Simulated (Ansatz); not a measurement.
Ce in several cubic structure types, each at its own equilibrium volume.

The calculation used Ansatz, PBE, plane waves, PAW datasets (generated soft set 1).

Settings: cutoff 420 eV; no spin polarisation; Fermi–Dirac smearing of 0.0612 eV; k-meshes 40³ (bcc), 40³ (fcc).

(1) Rank the structures by energy per atom, lowest first.
A. fcc
B. bcc

(2) Give the equilibrium volume and bulk modulus of each.

Answers

(1) A (0.0 meV/atom), B (223 meV/atom).

(2) 
```tsv
structure	V₀ (Å³/atom)	B₀ (GPa)
bcc	27.37	29
fcc	26.53	38
```

Only these cubic types are compared here; the real ground state can be another structure or magnetic.

Model structures, not the usual forms at ambient conditions (metastable or hypothetical): Ce (bcc type). The open f shell is treated without spin here, so this is a model state and not the ground state.
